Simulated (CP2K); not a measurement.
# TaS2 under changes of volume

One of the cells (18.984 Å³/atom); the others are scaled copies at fixed shape and fractional positions:

```xyz
3
Lattice="3.3500 0.0000 0.0000 -1.6750 2.9012 0.0000 0.0000 0.0000 5.8600" Properties=species:S:1:pos:R:3 pbc="T T T"
Ta    0.0000    0.0000    0.0000
S     1.6750    0.9671    4.3950
S     0.0000    1.9341    1.4650
```

- Program: CP2K 2026.2
- Functional: PBEsol
- Potentials or basis: POTENTIAL_UZH Ta GTH-PBE-q13, S GTH-PBE-q6; TZVP-MOLOPT-PBE-GTH basis
- Density cutoff: 6123 eV
- k mesh: 9 × 9 × 5
- Occupations: fermi-dirac, width 0.05 eV
- Spin: no spin polarisation

```csv
volume (Å³/atom),energy over the lowest point (meV/atom),pressure (GPa),largest force (eV/Å)
17.845,?,?,?
18.225,44.74,11.3,1.747
18.605,22.36,7.7,1.365
18.984,7.93,4.5,1.009
19.364,0.71,1.6,0.678
19.744,0.00,-1.0,0.368
20.123,5.18,-3.3,0.079
```

Q: What does the run at 17.845 Å³/atom give?

A: Energy over the lowest point 75.91 meV/atom; pressure 15.2 GPa; largest force 2.157 eV/Å.

Worked out: A Birch-Murnaghan fit of order 3 (a polynomial in V^(-2/3)) to the other rows has its minimum at 19.60 Å³/atom with B0 = V·E''(V) = 134 GPa and B' = 4.1 at fixed shape and positions, which overstates the stiffness. It gives 75.95 meV/atom at 17.845 Å³/atom, against the run's 75.91, and -dE/dV = 15.1 GPa, against 15.2.

Energies are extrapolated to zero smearing.

Caveats: the potentials were made for another functional, which shifts forces and pressure; this functional lacks dispersion, which binds the layers, so the pressure and a relaxed spacing across them are unreliable; the basis of atomic orbitals isn't converged, which shifts pressures, moduli and gaps.
